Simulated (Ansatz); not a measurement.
# Tin, simple cubic under PBE: structure, energy and stiffness, part 2 of 2

The plan for tin in the simple cubic structure: relax it, solve it on a dense k-mesh, switch on spin-orbit coupling, then scale the cell to 7 volumes from 88 to 112 % of the relaxed one and try a fit of the equation of state. The k-meshes are 10×10×10 for the relaxation; 17×17×17 for the dense run; 10×10×10 for spin-orbit coupling; 17×17×17 for the volumes.

Ansatz 0.2.0; DFT, PBE, plane waves (420 eV) with PAW, scalar-relativistic. Earlier steps stand in the parts before.

**6. Volume × 0.92**

The input, input.yaml:

```yaml
crystal:
  lattice:
    - [2.9992054877, 0.0, 0.0]
    - [0.0, 2.9992054877, 0.0]
    - [0.0, 0.0, 2.9992054877]
  atoms:
    - { symbol: Sn, position: [0.0, 0.0, 0.0] }
hamiltonian:
  xc: pbe
  pseudopotentials:
    kind: paw
    azcp:
      Sn: "pseudopotentials/Sn.paw.azcp"
basis:
  ecutwfc: 420
  fft_grid_basis: typed
kpoints:
  mp_grid: { grid: [17, 17, 17], shift: [0, 0, 0] }
magnetization:
  spin_polarized: false
scf:
  occupations: { method: fermi_dirac, width: 0.1 }
output:
  stress: true
```

Standard output (excerpt; [...] marks lines left out):

```text
[...]
Pseudopotentials: kind: paw
Pseudopotential: Sn, paw, valence charge 14, recommended cutoff 420 eV (normal), <dir>
Functional definition: PBE
[...]
Crystal: 1 atoms, lattice volume = 26.979 Å³
Basis set: ecut = 420 eV, 515 PW (Γ)
Bands: 11, of which v1, the nominal top of the filled ones, is band 7 counted from 1 (6 counted from 0)
Symmetry: 48 space group operations
Space group: Pm-3m (ITA 221), of the structure as read, at distance tolerance 3.0e-5 Å
k-points: 165 of 4913
[...]
SCF iter   1: F=—  HF=-6024.111105 eV  |F-HF|=—  |Δ(HF+E_count)|=         —  Δρ=7.94e-4  dr2=1.33e-4  ethr=1.77e-3  ⟨swp⟩=5.0  Hψ=10707  notcnv=0
[...]
SCF iter   6: F=-6024.110719 eV  HF=-6024.110719 eV  |F-HF|=1.72e-8  |Δ(HF+E_count)|=   1.25e-7  Δρ=9.68e-6  dr2=1.49e-8  ethr=7.14e-10  ⟨swp⟩=4.0  Hψ=5833  notcnv=0
[...]
SCF converged after 6 iterations
Free energy (F): -6024.110719 eV
[...]
E sigma→0 (E₀):  -6024.101678 eV
Entropy (-TS):   -0.018081 eV (-18.081 meV/atom)
Fermi energy:    10.755234 eV
[...]
--- Stress (GPa, compression-positive) ---
        5.098342      -0.000000       0.000000
       -0.000000       5.098342       0.000000
        0.000000       0.000000       5.098342
  P = ⅓ Tr σ = 5.0983 GPa (50.983 kbar)
```

It took 4.8 s on 1 thread of an x86-64 CPU, shared host; peak memory 0.5 GiB.

**7. Volume × 0.96**

Changes to input.yaml since step 6:

```diff
@@ -2,5 +2,5 @@
   lattice:
-    - [2.9992054877, 0.0, 0.0]
-    - [0.0, 2.9992054877, 0.0]
-    - [0.0, 0.0, 2.9992054877]
+    - [3.0420570699, 0.0, 0.0]
+    - [0.0, 3.0420570699, 0.0]
+    - [0.0, 0.0, 3.0420570699]
   atoms:
```

Standard output (excerpt; [...] marks lines left out):

```text
[...]
Pseudopotentials: kind: paw
Pseudopotential: Sn, paw, valence charge 14, recommended cutoff 420 eV (normal), <dir>
Functional definition: PBE
[...]
Crystal: 1 atoms, lattice volume = 28.152 Å³
Basis set: ecut = 420 eV, 515 PW (Γ)
Bands: 11, of which v1, the nominal top of the filled ones, is band 7 counted from 1 (6 counted from 0)
Symmetry: 48 space group operations
Space group: Pm-3m (ITA 221), of the structure as read, at distance tolerance 3.0e-5 Å
k-points: 165 of 4913
[...]
SCF iter   1: F=—  HF=-6024.138167 eV  |F-HF|=—  |Δ(HF+E_count)|=         —  Δρ=7.58e-4  dr2=1.27e-4  ethr=1.77e-3  ⟨swp⟩=5.0  Hψ=10763  notcnv=0
[...]
SCF iter   6: F=-6024.137784 eV  HF=-6024.137784 eV  |F-HF|=1.82e-12  |Δ(HF+E_count)|=   5.31e-8  Δρ=8.24e-7  dr2=1.09e-10  ethr=5.60e-10  ⟨swp⟩=2.8  Hψ=6842  notcnv=0
[...]
SCF converged after 6 iterations
Free energy (F): -6024.137784 eV
[...]
E sigma→0 (E₀):  -6024.128415 eV
Entropy (-TS):   -0.018738 eV (-18.738 meV/atom)
Fermi energy:    10.119671 eV
[...]
--- Stress (GPa, compression-positive) ---
        2.401796       0.000000       0.000000
        0.000000       2.401796      -0.000000
        0.000000       0.000000       2.401796
  P = ⅓ Tr σ = 2.4018 GPa (24.018 kbar)
```

Run time: 5 s. Hardware: 1 thread of an x86-64 CPU, shared host; peak memory 0.51 GiB.

**8. Volume × 1.0**

Changes to input.yaml since step 7:

```diff
@@ -2,5 +2,5 @@
   lattice:
-    - [3.0420570699, 0.0, 0.0]
-    - [0.0, 3.0420570699, 0.0]
-    - [0.0, 0.0, 3.0420570699]
+    - [3.0837342635, 0.0, 0.0]
+    - [0.0, 3.0837342635, 0.0]
+    - [0.0, 0.0, 3.0837342635]
   atoms:
```

Standard output (excerpt; [...] marks lines left out):

```text
[...]
Pseudopotentials: kind: paw
Pseudopotential: Sn, paw, valence charge 14, recommended cutoff 420 eV (normal), <dir>
Functional definition: PBE
[...]
Crystal: 1 atoms, lattice volume = 29.325 Å³
Basis set: ecut = 420 eV, 587 PW (Γ)
Bands: 11, of which v1, the nominal top of the filled ones, is band 7 counted from 1 (6 counted from 0)
Symmetry: 48 space group operations
Space group: Pm-3m (ITA 221), of the structure as read, at distance tolerance 3.1e-5 Å
k-points: 165 of 4913
[...]
SCF iter   1: F=—  HF=-6024.147775 eV  |F-HF|=—  |Δ(HF+E_count)|=         —  Δρ=6.83e-4  dr2=1.09e-4  ethr=1.77e-3  ⟨swp⟩=5.0  Hψ=10803  notcnv=0
[...]
SCF iter   6: F=-6024.147257 eV  HF=-6024.147257 eV  |F-HF|=4.87e-10  |Δ(HF+E_count)|=   3.85e-8  Δρ=1.48e-6  dr2=4.37e-10  ethr=5.13e-10  ⟨swp⟩=2.7  Hψ=6764  notcnv=0
[...]
SCF converged after 6 iterations
Free energy (F): -6024.147257 eV
[...]
E sigma→0 (E₀):  -6024.137541 eV
Entropy (-TS):   -0.019434 eV (-19.434 meV/atom)
Fermi energy:    9.537343 eV
[...]
--- Stress (GPa, compression-positive) ---
        0.269217      -0.000000       0.000000
        0.000000       0.269217      -0.000000
        0.000000      -0.000000       0.269217
  P = ⅓ Tr σ = 0.2692 GPa (2.692 kbar)
```

Run time: 4.3 s. Hardware: 1 thread of an x86-64 CPU, shared host; peak memory 0.51 GiB.

**9. Volume × 1.04**

Changes to input.yaml since step 8:

```diff
@@ -2,5 +2,5 @@
   lattice:
-    - [3.0837342635, 0.0, 0.0]
-    - [0.0, 3.0837342635, 0.0]
-    - [0.0, 0.0, 3.0837342635]
+    - [3.124314368, 0.0, 0.0]
+    - [0.0, 3.124314368, 0.0]
+    - [0.0, 0.0, 3.124314368]
   atoms:
```

Standard output (excerpt; [...] marks lines left out):

```text
[...]
Pseudopotentials: kind: paw
Pseudopotential: Sn, paw, valence charge 14, recommended cutoff 420 eV (normal), <dir>
Functional definition: PBE
[...]
Crystal: 1 atoms, lattice volume = 30.497 Å³
Basis set: ecut = 420 eV, 619 PW (Γ)
Bands: 11, of which v1, the nominal top of the filled ones, is band 7 counted from 1 (6 counted from 0)
Symmetry: 48 space group operations
Space group: Pm-3m (ITA 221), of the structure as read, at distance tolerance 3.1e-5 Å
k-points: 165 of 4913
[...]
SCF iter   1: F=—  HF=-6024.143351 eV  |F-HF|=—  |Δ(HF+E_count)|=         —  Δρ=6.71e-4  dr2=1.07e-4  ethr=1.77e-3  ⟨swp⟩=5.0  Hψ=10853  notcnv=0
[...]
SCF iter   6: F=-6024.142809 eV  HF=-6024.142809 eV  |F-HF|=1.52e-10  |Δ(HF+E_count)|=   4.84e-8  Δρ=9.75e-7  dr2=1.94e-10  ethr=5.53e-10  ⟨swp⟩=2.5  Hψ=6736  notcnv=0
[...]
SCF converged after 6 iterations
Free energy (F): -6024.142809 eV
[...]
E sigma→0 (E₀):  -6024.132721 eV
Entropy (-TS):   -0.020175 eV (-20.175 meV/atom)
Fermi energy:    9.001799 eV
[...]
--- Stress (GPa, compression-positive) ---
       -1.419322       0.000000       0.000000
        0.000000      -1.419322       0.000000
        0.000000       0.000000      -1.419322
  P = ⅓ Tr σ = -1.4193 GPa (-14.193 kbar)
```

Wall time 5.1 s (1 thread of an x86-64 CPU, shared host); peak memory 0.51 GiB.

**10. Volume × 1.08**

Changes to input.yaml since step 9:

```diff
@@ -2,5 +2,5 @@
   lattice:
-    - [3.124314368, 0.0, 0.0]
-    - [0.0, 3.124314368, 0.0]
-    - [0.0, 0.0, 3.124314368]
+    - [3.1638668499, 0.0, 0.0]
+    - [0.0, 3.1638668499, 0.0]
+    - [0.0, 0.0, 3.1638668499]
   atoms:
```

Standard output (excerpt; [...] marks lines left out):

```text
[...]
Pseudopotentials: kind: paw
Pseudopotential: Sn, paw, valence charge 14, recommended cutoff 420 eV (normal), <dir>
Functional definition: PBE
[...]
Crystal: 1 atoms, lattice volume = 31.670 Å³
Basis set: ecut = 420 eV, 619 PW (Γ)
Bands: 11, of which v1, the nominal top of the filled ones, is band 7 counted from 1 (6 counted from 0)
Symmetry: 48 space group operations
Space group: Pm-3m (ITA 221), of the structure as read, at distance tolerance 3.2e-5 Å
k-points: 165 of 4913
[...]
SCF iter   1: F=—  HF=-6024.127873 eV  |F-HF|=—  |Δ(HF+E_count)|=         —  Δρ=6.82e-4  dr2=1.08e-4  ethr=1.77e-3  ⟨swp⟩=5.1  Hψ=10933  notcnv=0
[...]
SCF iter   6: F=-6024.127333 eV  HF=-6024.127333 eV  |F-HF|=2.91e-11  |Δ(HF+E_count)|=   4.89e-8  Δρ=3.59e-7  dr2=2.58e-11  ethr=4.67e-10  ⟨swp⟩=2.8  Hψ=6814  notcnv=0
[...]
SCF converged after 6 iterations
Free energy (F): -6024.127333 eV
[...]
E sigma→0 (E₀):  -6024.116849 eV
Entropy (-TS):   -0.020966 eV (-20.966 meV/atom)
Fermi energy:    8.507563 eV
[...]
--- Stress (GPa, compression-positive) ---
       -2.756451       0.000000       0.000000
        0.000000      -2.756451       0.000000
        0.000000       0.000000      -2.756451
  P = ⅓ Tr σ = -2.7565 GPa (-27.565 kbar)
```

Wall time 6.1 s (1 thread of an x86-64 CPU, shared host); peak memory 0.52 GiB.

**11. Volume × 1.12**

Changes to input.yaml since step 10:

```diff
@@ -2,5 +2,5 @@
   lattice:
-    - [3.1638668499, 0.0, 0.0]
-    - [0.0, 3.1638668499, 0.0]
-    - [0.0, 0.0, 3.1638668499]
+    - [3.202454395, 0.0, 0.0]
+    - [0.0, 3.202454395, 0.0]
+    - [0.0, 0.0, 3.202454395]
   atoms:
```

Standard output (excerpt; [...] marks lines left out):

```text
[...]
Pseudopotentials: kind: paw
Pseudopotential: Sn, paw, valence charge 14, recommended cutoff 420 eV (normal), <dir>
Functional definition: PBE
[...]
Crystal: 1 atoms, lattice volume = 32.843 Å³
Basis set: ecut = 420 eV, 619 PW (Γ)
Bands: 11, of which v1, the nominal top of the filled ones, is band 7 counted from 1 (6 counted from 0)
Symmetry: 48 space group operations
Space group: Pm-3m (ITA 221), of the structure as read, at distance tolerance 3.2e-5 Å
k-points: 165 of 4913
[...]
SCF iter   1: F=—  HF=-6024.103648 eV  |F-HF|=—  |Δ(HF+E_count)|=         —  Δρ=6.97e-4  dr2=1.05e-4  ethr=1.77e-3  ⟨swp⟩=5.1  Hψ=11028  notcnv=0
[...]
SCF iter   6: F=-6024.103130 eV  HF=-6024.103130 eV  |F-HF|=2.42e-10  |Δ(HF+E_count)|=   5.57e-8  Δρ=7.65e-7  dr2=2.23e-10  ethr=4.99e-10  ⟨swp⟩=2.9  Hψ=6863  notcnv=0
[...]
SCF converged after 6 iterations
Free energy (F): -6024.103130 eV
[...]
E sigma→0 (E₀):  -6024.092226 eV
Entropy (-TS):   -0.021808 eV (-21.808 meV/atom)
Fermi energy:    8.049987 eV
[...]
--- Stress (GPa, compression-positive) ---
       -3.813799       0.000000       0.000000
       -0.000000      -3.813799       0.000000
        0.000000       0.000000      -3.813799
  P = ⅓ Tr σ = -3.8138 GPa (-38.138 kbar)
```

It took 4.5 s on 1 thread of an x86-64 CPU, shared host; peak memory 0.52 GiB.

**12. Fitting the volumes**

The cell was scaled evenly, with its shape and the fractional positions fixed.

| V (Å³/atom) | E − E₀ (meV/atom) | P from the stress (GPa) | P from the fit (GPa) |
| --- | --- | --- | --- |
| 25.806 | 85.0 | 8.52 | 8.48 |
| 26.979 | 36.0 | 5.10 | 5.06 |
| 28.152 | 9.2 | 2.40 | 2.36 |
| 29.325 | 0.1 | 0.27 | 0.22 |
| 30.497 | 4.9 | -1.42 | -1.47 |
| 31.670 | 20.8 | -2.76 | -2.81 |
| 32.843 | 45.4 | -3.81 | -3.87 |

A third-order Birch-Murnaghan fit gives V₀ = 29.463 Å³/atom, B₀ = 46 GPa and B₀′ = 4.8; it misses no point by more than 0.01 meV/atom.

**13. Outcome**

This closing draws on all 2 parts.

| quantity | value |
| --- | --- |
| space group (spins left aside) | Pm-3m (No. 221) |
| conventional cell | a = 3.084 Å |
| volume | 29.325 Å³/atom |
| shortest distance | 3.084 Å |
| gap on the mesh | none (levels filled in part) |
| relative to alpha-Sn (diamond) | +75 meV/atom |
| V₀, B₀, B₀′ | 29.463 Å³/atom, 46 GPa, 4.8 |

The relaxation shrank the cell by 3.1 % in volume. Against the reference form of tin (alpha-Sn (diamond), computed apart with the same settings) it stands 75 meV/atom higher. No gap shows: it is a metal or semimetal at this level. The total energy of the spin-orbit run lies -2.2 eV/atom from the scalar one, but the two kinds of run don't share a zero of energy: only differences within one kind count. B₀ comes out at 46 GPa. The symmetry was held, so the structure may be unstable against distortions that break it.
